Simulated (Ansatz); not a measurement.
Crystal: Au.

```xyz
1
Lattice="-1.6573 1.6573 1.6573 1.6573 -1.6573 1.6573 1.6573 1.6573 -1.6573" Properties=species:S:1:pos:R:3 pbc="T T T"
Au    0.0000    0.0000    0.0000
```

This isn't the form of Au at room conditions, which is fcc.

```yaml
Program: Ansatz 0.2.0
Task: relaxation of cell and atoms
Functional: HSE06
Potentials_or_basis: Ansatz PAW
Cutoff: "420 eV (not typed: the program's choice for these potentials)"
k_mesh: 6 × 6 × 6
Occupations: fermi-dirac, width 0.05 eV
Spin: no spin polarisation
```

At the start: volume 18.21 Å³/atom.

Task: Where does the relaxation end?

Result: It ends after 4 steps and the volume is 17.65 Å³/atom (-3.0 %); space group Im-3m (No. 229, to 0.05 Å).

The path:
```csv
step,energy change (eV),largest force (eV/Å),volume (Å³)
1,0.0000,0.0000,18.21
2,-0.0075,0.0000,17.72
3,-0.0076,0.0000,17.65
4,-0.0071,0.0000,17.65
```

Final structure:
```
CELL_PARAMETERS angstrom
-1.64025 1.64025 1.64025
1.64025 -1.64025 1.64025
1.64025 1.64025 -1.64025
ATOMIC_POSITIONS crystal
Au 0.00000 0.00000 0.00000
```

Caveat: the k mesh is coarse (spacing up to 0.45 Å⁻¹), so the values aren't converged, least of all with exact exchange; the plane-wave basis is chosen anew once the cell has moved, so the energies of steps on either side of that aren't comparable; the PAW data sets come from PBE, with cores solved anew for the run's functional, which leaves a small shift of forces and pressure.
